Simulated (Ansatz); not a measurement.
Density of states of Ta2N (P-3m1, a = 3.101 Å, b = 3.101 Å, c = 4.882 Å, α = 90.00°, β = 90.00°, γ = 120.00°), in states per eV and primitive cell, averaged over bins of 0.3 eV. Method: Ansatz 0.2.0, DFT PBE, scalar-relativistic, plane waves, PAW.

Settings: cutoff 420 eV, Γ-centred mesh 18×18×10 on the computed 3-atom cell, Gaussian smearing of 0.10 eV; no spin polarisation.

The cell is relaxed at this level. The states (both spins) are summed by tetrahedra on a 27×27×15 mesh at the self-consistent density. Energies are bin centres; the table starts no lower than −8 eV and ends at 6 eV, or lower where the solved bands end.

It is a metal at this level.

| E − E_F (eV) | total | Ta 5d | N 2p | Ta 6s | N 2s |
| --- | --- | --- | --- | --- | --- |
| -7.90 | 2.60 | 0.73 | 1.39 | 0.38 | 0.02 |
| -7.60 | 0.93 | 0.26 | 0.51 | 0.13 | 0.01 |
| -7.30 | 0.99 | 0.30 | 0.56 | 0.10 | 0.01 |
| -7.00 | 2.18 | 0.62 | 1.32 | 0.18 | 0.01 |
| -6.70 | 3.32 | 0.99 | 2.12 | 0.11 | 0.01 |
| -6.40 | 4.01 | 1.24 | 2.64 | 0.04 | 0.00 |
| -6.10 | 2.80 | 0.89 | 1.87 | 0.00 | 0.00 |
| -5.80 | 0.00 | 0.00 | 0.00 | 0.00 | 0.00 |
| -5.50 | 0.00 | 0.00 | 0.00 | 0.00 | 0.00 |
| -5.20 | 0.00 | 0.00 | 0.00 | 0.00 | 0.00 |
| -4.90 | 0.01 | 0.00 | 0.00 | 0.00 | 0.00 |
| -4.60 | 0.07 | 0.03 | 0.00 | 0.02 | 0.01 |
| -4.30 | 0.43 | 0.34 | 0.02 | 0.05 | 0.02 |
| -4.00 | 1.05 | 0.74 | 0.06 | 0.18 | 0.04 |
| -3.70 | 1.68 | 1.13 | 0.11 | 0.33 | 0.04 |
| -3.40 | 1.84 | 1.31 | 0.11 | 0.33 | 0.02 |
| -3.10 | 1.58 | 1.22 | 0.08 | 0.22 | 0.01 |
| -2.80 | 3.01 | 2.38 | 0.15 | 0.32 | 0.01 |
| -2.50 | 2.72 | 2.18 | 0.17 | 0.20 | 0.02 |
| -2.20 | 1.79 | 1.41 | 0.15 | 0.12 | 0.01 |
| -1.90 | 2.75 | 2.20 | 0.19 | 0.18 | 0.06 |
| -1.60 | 2.04 | 1.59 | 0.16 | 0.17 | 0.04 |
| -1.30 | 0.57 | 0.50 | 0.03 | 0.02 | 0.00 |
| -1.00 | 0.58 | 0.53 | 0.03 | 0.01 | 0.00 |
| -0.70 | 0.91 | 0.83 | 0.05 | 0.01 | 0.00 |
| -0.40 | 1.28 | 1.16 | 0.09 | 0.01 | 0.00 |
| -0.10 | 1.16 | 1.04 | 0.09 | 0.01 | 0.00 |
| 0.20 | 1.29 | 1.15 | 0.10 | 0.01 | 0.00 |
| 0.50 | 1.58 | 1.39 | 0.14 | 0.01 | 0.01 |
| 0.80 | 2.08 | 1.79 | 0.20 | 0.03 | 0.02 |
| 1.10 | 2.15 | 1.81 | 0.22 | 0.05 | 0.02 |
| 1.40 | 2.25 | 1.91 | 0.24 | 0.03 | 0.02 |
| 1.70 | 2.95 | 2.45 | 0.34 | 0.06 | 0.04 |
| 2.00 | 2.72 | 2.28 | 0.30 | 0.05 | 0.04 |
| 2.30 | 2.29 | 1.93 | 0.22 | 0.05 | 0.03 |
| 2.60 | 2.04 | 1.73 | 0.16 | 0.06 | 0.05 |
| 2.90 | 2.07 | 1.74 | 0.15 | 0.07 | 0.06 |
| 3.20 | 3.03 | 2.53 | 0.23 | 0.11 | 0.09 |

The columns after the total are the main Löwdin projections on the occupied valence shells of the potentials; 2 others are left out. The rest of the total lies in those, in shells that are empty in the free atom, which aren't projected, and between the atoms.

Spin-orbit coupling is left out, which matters for the bands of heavy elements. Spin polarisation was left out, and a magnetic state may lie lower.

Whether Ta2N exists in this form wasn't checked.

Cost: 1 run of about 1.2 core-minutes, on Intel Xeon Platinum 8375C (Ice Lake) (shared hosts).